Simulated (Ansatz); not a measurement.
# Pb in Ansatz: the effect of functional

The system is Pb.

```
Pb
1.0
     0.00000    3.39252    3.39252
     3.39252    0.00000    3.39252
     3.39252    3.39252    0.00000
Pb
2
Cartesian
  1.6963 1.6963 1.6963
  0.0000 0.0000 0.0000
```

This isn't the form of Pb at room conditions, which is fcc.

The cell isn't the ideal one: volume scaled by 0.96.

Alike in all runs:

| Item | Value |
| --- | --- |
| Program | Ansatz 0.2.0 |
| Task | single point |
| Potentials or basis | Ansatz PAW |
| k mesh | 7 × 7 × 7 |
| Occupations | fermi-dirac, width 0.05 eV |
| Spin | no spin polarisation |

```csv
functional,cutoff,pressure (GPa)
LDA,420 eV (not typed: the program's choice for these potentials),0.7
PBE,420 eV (not typed: the program's choice for these potentials),4.0
PBEsol,420 eV (not typed: the program's choice for these potentials),1.9
r2SCAN,500 eV (not typed: the program's choice for these potentials),?
```

**Question.** What does the run with functional r2SCAN give?

**Answer.** Pressure 2.6 GPa.

Caveats: the PAW data sets come from PBE, with cores solved anew for the run's functional, which leaves a small shift of forces and pressure (some runs).
